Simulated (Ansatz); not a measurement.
# Tantalum, bcc under revPBE: from relaxation to bulk modulus, part 2 of 2

What does revPBE give for tantalum in the bcc structure? We relax it, solve it on a dense k-mesh, switch on spin-orbit coupling, then scale the cell to 7 volumes from 88 to 112 % of the relaxed one and try a fit of the equation of state. The k-meshes are 13×13×13 for the relaxation; 22×22×22 for the dense run; 13×13×13 for spin-orbit coupling; 22×22×22 for the volumes. The starting cell is the deposited one, from the Crystallography Open Database.

Ansatz 0.2.0; DFT, revPBE, plane waves (420 eV) with PAW, scalar-relativistic. Earlier steps stand in the parts before.

### Step 7. Volume × 0.96

Contents of input.yaml:

```yaml
crystal:
  lattice:
    - [-1.6450729707, 1.6450729707, 1.6450729707]
    - [1.6450729707, -1.6450729707, 1.6450729707]
    - [1.6450729707, 1.6450729707, -1.6450729707]
  atoms:
    - { symbol: Ta, position: [0.0, 0.0, 0.0] }
hamiltonian:
  xc: revpbe
  pseudopotentials:
    kind: paw
    azcp:
      Ta: "pseudopotentials/Ta.paw.azcp"
basis:
  ecutwfc: 420
  fft_grid_basis: typed
kpoints:
  mp_grid: { grid: [22, 22, 22], shift: [0, 0, 0] }
magnetization:
  spin_polarized: false
scf:
  occupations: { method: fermi_dirac, width: 0.1 }
output:
  stress: true
```

What it wrote (excerpt; [...] marks lines left out):

```text
[...]
Pseudopotentials: kind: paw
Pseudopotential: Ta, paw, valence charge 13, recommended cutoff 420 eV (normal), <dir>
Functional definition: revPBE
[...]
Crystal: 1 atoms, lattice volume = 17.808 Å³
Basis set: ecut = 420 eV, 369 PW (Γ)
Bands: 11, of which v1, the nominal top of the filled ones, is band 7 counted from 1 (6 counted from 0)
Symmetry: 48 space group operations
Space group: Im-3m (ITA 229), of the structure as read, at distance tolerance 2.6e-5 Å
k-points: 328 of 10648
[...]
SCF iter   1: F=—  HF=-9941.188751 eV  |F-HF|=—  |Δ(HF+E_count)|=         —  Δρ=2.53e-3  dr2=3.36e-4  ethr=1.77e-3  ⟨swp⟩=5.1  Hψ=20259  notcnv=0
[...]
SCF iter   6: F=-9941.188825 eV  HF=-9941.188825 eV  |F-HF|=9.46e-11  |Δ(HF+E_count)|=   4.08e-9  Δρ=1.81e-6  dr2=1.91e-10  ethr=7.33e-11  ⟨swp⟩=1.9  Hψ=11042  notcnv=0
[...]
SCF converged after 6 iterations
Free energy (F): -9941.188825 eV
[...]
E sigma→0 (E₀):  -9941.167185 eV
Entropy (-TS):   -0.043280 eV (-43.280 meV/atom)
Fermi energy:    18.959506 eV
[...]
--- Stress (GPa, compression-positive) ---
        8.207731      -0.000000       0.000000
       -0.000000       8.207731      -0.000000
        0.000000       0.000000       8.207731
  P = ⅓ Tr σ = 8.2077 GPa (82.077 kbar)
```

Run time: 5.5 s. Hardware: 2 threads of an x86-64 CPU, shared host; peak memory 0.54 GiB.

### Step 8. Volume × 1.0

input.yaml: that of step 7 with these lines changed.

```diff
@@ -2,5 +2,5 @@
   lattice:
-    - [-1.6450729707, 1.6450729707, 1.6450729707]
-    - [1.6450729707, -1.6450729707, 1.6450729707]
-    - [1.6450729707, 1.6450729707, -1.6450729707]
+    - [-1.6676110176, 1.6676110176, 1.6676110176]
+    - [1.6676110176, -1.6676110176, 1.6676110176]
+    - [1.6676110176, 1.6676110176, -1.6676110176]
   atoms:
```

What it wrote (excerpt; [...] marks lines left out):

```text
[...]
[... 3 set-up lines as earlier in the session ...]
[...]
Crystal: 1 atoms, lattice volume = 18.550 Å³
Basis set: ecut = 420 eV, 369 PW (Γ)
Bands: 11, of which v1, the nominal top of the filled ones, is band 7 counted from 1 (6 counted from 0)
[... 2 set-up lines as earlier in the session ...]
k-points: 328 of 10648
[...]
SCF iter   1: F=—  HF=-9941.206905 eV  |F-HF|=—  |Δ(HF+E_count)|=         —  Δρ=2.47e-3  dr2=3.55e-4  ethr=1.77e-3  ⟨swp⟩=5.1  Hψ=20116  notcnv=0
[...]
SCF iter   6: F=-9941.207050 eV  HF=-9941.207050 eV  |F-HF|=7.09e-11  |Δ(HF+E_count)|=  6.58e-10  Δρ=1.03e-6  dr2=8.18e-11  ethr=1.46e-11  ⟨swp⟩=1.7  Hψ=10963  notcnv=0
[...]
SCF converged after 6 iterations
Free energy (F): -9941.207050 eV
[...]
E sigma→0 (E₀):  -9941.184641 eV
Entropy (-TS):   -0.044818 eV (-44.818 meV/atom)
Fermi energy:    18.104775 eV
[...]
--- Stress (GPa, compression-positive) ---
       -0.079990      -0.000000      -0.000000
        0.000000      -0.079990       0.000000
       -0.000000       0.000000      -0.079990
  P = ⅓ Tr σ = -0.0800 GPa (-0.800 kbar)
```

Run time: 5.7 s. Hardware: 2 threads of an x86-64 CPU, shared host; peak memory 0.53 GiB.

### Step 9. Volume × 1.04

input.yaml: that of step 8 with these lines changed.

```diff
@@ -2,5 +2,5 @@
   lattice:
-    - [-1.6676110176, 1.6676110176, 1.6676110176]
-    - [1.6676110176, -1.6676110176, 1.6676110176]
-    - [1.6676110176, 1.6676110176, -1.6676110176]
+    - [-1.6895557844, 1.6895557844, 1.6895557844]
+    - [1.6895557844, -1.6895557844, 1.6895557844]
+    - [1.6895557844, 1.6895557844, -1.6895557844]
   atoms:
```

What it wrote (excerpt; [...] marks lines left out):

```text
[...]
[... 3 set-up lines as earlier in the session ...]
[...]
Crystal: 1 atoms, lattice volume = 19.292 Å³
Basis set: ecut = 420 eV, 369 PW (Γ)
Bands: 11, of which v1, the nominal top of the filled ones, is band 7 counted from 1 (6 counted from 0)
[... 1 set-up line as earlier in the session ...]
Space group: Im-3m (ITA 229), of the structure as read, at distance tolerance 2.7e-5 Å
k-points: 328 of 10648
[...]
SCF iter   1: F=—  HF=-9941.190115 eV  |F-HF|=—  |Δ(HF+E_count)|=         —  Δρ=2.39e-3  dr2=3.74e-4  ethr=1.77e-3  ⟨swp⟩=5.1  Hψ=20083  notcnv=0
[...]
SCF iter   6: F=-9941.190273 eV  HF=-9941.190273 eV  |F-HF|=1.44e-10  |Δ(HF+E_count)|=   3.05e-8  Δρ=2.04e-6  dr2=2.62e-10  ethr=6.12e-10  ⟨swp⟩=2.7  Hψ=13061  notcnv=0
[...]
SCF converged after 6 iterations
Free energy (F): -9941.190273 eV
[...]
E sigma→0 (E₀):  -9941.167108 eV
Entropy (-TS):   -0.046330 eV (-46.330 meV/atom)
Fermi energy:    17.314167 eV
[...]
--- Stress (GPa, compression-positive) ---
       -6.949445       0.000000       0.000000
       -0.000000      -6.949445       0.000000
       -0.000000      -0.000000      -6.949445
  P = ⅓ Tr σ = -6.9494 GPa (-69.494 kbar)
```

It took 6.2 s on 2 threads of an x86-64 CPU, shared host; peak memory 0.54 GiB.

### Step 10. Volume × 1.08

input.yaml: that of step 9 with these lines changed.

```diff
@@ -2,5 +2,5 @@
   lattice:
-    - [-1.6895557844, 1.6895557844, 1.6895557844]
-    - [1.6895557844, -1.6895557844, 1.6895557844]
-    - [1.6895557844, 1.6895557844, -1.6895557844]
+    - [-1.7109448371, 1.7109448371, 1.7109448371]
+    - [1.7109448371, -1.7109448371, 1.7109448371]
+    - [1.7109448371, 1.7109448371, -1.7109448371]
   atoms:
```

What it wrote (excerpt; [...] marks lines left out):

```text
[...]
[... 3 set-up lines as earlier in the session ...]
[...]
Crystal: 1 atoms, lattice volume = 20.034 Å³
Basis set: ecut = 420 eV, 381 PW (Γ)
Bands: 11, of which v1, the nominal top of the filled ones, is band 7 counted from 1 (6 counted from 0)
[... 2 set-up lines as earlier in the session ...]
k-points: 328 of 10648
[...]
SCF iter   1: F=—  HF=-9941.144396 eV  |F-HF|=—  |Δ(HF+E_count)|=         —  Δρ=2.32e-3  dr2=3.96e-4  ethr=1.77e-3  ⟨swp⟩=5.1  Hψ=20136  notcnv=0
[...]
SCF iter   6: F=-9941.144522 eV  HF=-9941.144522 eV  |F-HF|=4.73e-10  |Δ(HF+E_count)|=   4.36e-8  Δρ=3.68e-6  dr2=8.89e-10  ethr=7.69e-10  ⟨swp⟩=4.0  Hψ=10299  notcnv=0
[...]
SCF converged after 6 iterations
Free energy (F): -9941.144522 eV
[...]
E sigma→0 (E₀):  -9941.120508 eV
Entropy (-TS):   -0.048028 eV (-48.028 meV/atom)
Fermi energy:    16.580237 eV
[...]
--- Stress (GPa, compression-positive) ---
      -12.627101      -0.000000       0.000000
       -0.000000     -12.627101       0.000000
        0.000000      -0.000000     -12.627101
  P = ⅓ Tr σ = -12.6271 GPa (-126.271 kbar)
```

It took 6.3 s on 2 threads of an x86-64 CPU, shared host; peak memory 0.55 GiB.

### Step 11. Volume × 1.12

input.yaml: that of step 10 with these lines changed.

```diff
@@ -2,5 +2,5 @@
   lattice:
-    - [-1.7109448371, 1.7109448371, 1.7109448371]
-    - [1.7109448371, -1.7109448371, 1.7109448371]
-    - [1.7109448371, 1.7109448371, -1.7109448371]
+    - [-1.7318120746, 1.7318120746, 1.7318120746]
+    - [1.7318120746, -1.7318120746, 1.7318120746]
+    - [1.7318120746, 1.7318120746, -1.7318120746]
   atoms:
```

What it wrote (excerpt; [...] marks lines left out):

```text
[...]
[... 3 set-up lines as earlier in the session ...]
[...]
Crystal: 1 atoms, lattice volume = 20.776 Å³
Basis set: ecut = 420 eV, 381 PW (Γ)
Bands: 11, of which v1, the nominal top of the filled ones, is band 7 counted from 1 (6 counted from 0)
[... 2 set-up lines as earlier in the session ...]
k-points: 328 of 10648
[...]
SCF iter   1: F=—  HF=-9941.074694 eV  |F-HF|=—  |Δ(HF+E_count)|=         —  Δρ=2.26e-3  dr2=4.15e-4  ethr=1.77e-3  ⟨swp⟩=5.1  Hψ=20046  notcnv=0
[...]
SCF iter   6: F=-9941.074873 eV  HF=-9941.074873 eV  |F-HF|=4.55e-10  |Δ(HF+E_count)|=   3.43e-8  Δρ=4.29e-6  dr2=1.31e-9  ethr=6.78e-10  ⟨swp⟩=2.2  Hψ=13311  notcnv=0
[...]
SCF converged after 6 iterations
Free energy (F): -9941.074873 eV
[...]
E sigma→0 (E₀):  -9941.049912 eV
Entropy (-TS):   -0.049922 eV (-49.922 meV/atom)
Fermi energy:    15.896536 eV
[...]
--- Stress (GPa, compression-positive) ---
      -17.302998       0.000000       0.000000
        0.000000     -17.302998       0.000000
       -0.000000       0.000000     -17.302998
  P = ⅓ Tr σ = -17.3030 GPa (-173.030 kbar)
```

It took 6.7 s on 2 threads of an x86-64 CPU, shared host; peak memory 0.54 GiB.

### Step 12. Energy and pressure against volume

All volumes keep the relaxed shape and fractional coordinates.

```tsv
V (Å³/atom)	E − E₀ (meV/atom)	P from the stress (GPa)	P from the fit (GPa)
16.324	187.3	30.33	30.05
17.066	76.9	18.21	17.99
17.808	17.4	8.21	8.02
18.550	0.0	-0.08	-0.24
19.292	17.5	-6.95	-7.11
20.034	64.1	-12.63	-12.81
20.776	134.7	-17.30	-17.56
```

Fit (Birch-Murnaghan, third order): V₀ = 18.526 Å³/atom, B₀ = 189 GPa, B₀′ = 3.6, largest residual 0.05 meV/atom.

The fit is made to E(σ → 0), while the stress belongs to the free energy F; that is one source of the offset between the two pressures.

### Step 13. What came out

What follows sums up all 2 parts.

```
                      quantity                         value
space group (spins left aside)               Im-3m (No. 229)
             conventional cell                   a = 3.335 Å
                        volume                18.550 Å³/atom
             shortest distance                       2.888 Å
   against the measured volume       +2.7 % (18.063 Å³/atom)
               gap on the mesh  none (levels filled in part)
                   V₀, B₀, B₀′  18.526 Å³/atom, 189 GPa, 3.6
```

Against experiment, revPBE misses the volume by +2.7 %. Cells that are too large are usual for this functional. The deposited cell holds zero-point motion and, unless taken cold, thermal expansion, so the miss against a static lattice is larger still. Levels at the Fermi energy are filled in part, as in a metal. Totals with and without spin-orbit coupling (-22.5 eV/atom apart) can't be read as binding, since the two-component data shift the zero of energy. The fitted modulus is 189 GPa.
